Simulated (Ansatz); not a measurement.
Wurtzite BeO was calculated with PBE (Ansatz, an electronic-structure program, PAW).

Numerical settings: plane-wave cutoff 520 eV, 18×18×8 k mesh (along the axes of the cell as run), Fermi–Dirac smearing 0.01 eV, scalar-relativistic PAW data made under PBE.

On both sides of the equilibrium volume: at 6.872 Å³/atom the pressure is 4.39 GPa and the direct gap at Γ 7.662 eV; at 7.153 Å³/atom they are -4.00 GPa and 7.253 eV. The fitted bulk modulus is 209 GPa.

Task: Work out the volume deformation potential of this gap and its pressure coefficient, in two ways.

Result: a_V = dE_g/d ln V = (7.253 − 7.662)/ln(7.153/6.872) = -10.21 eV. Since dP = −B d ln V, dE_g/dP = −a_V/B = 49 meV/GPa. Straight from the pressures: (7.662 − 7.253)/(4.39 − (-4.00)) = 49 meV/GPa. At this level and over this range the gap at Γ widens under pressure.

Note: the bulk modulus comes from volumes at which shape and atoms were relaxed.
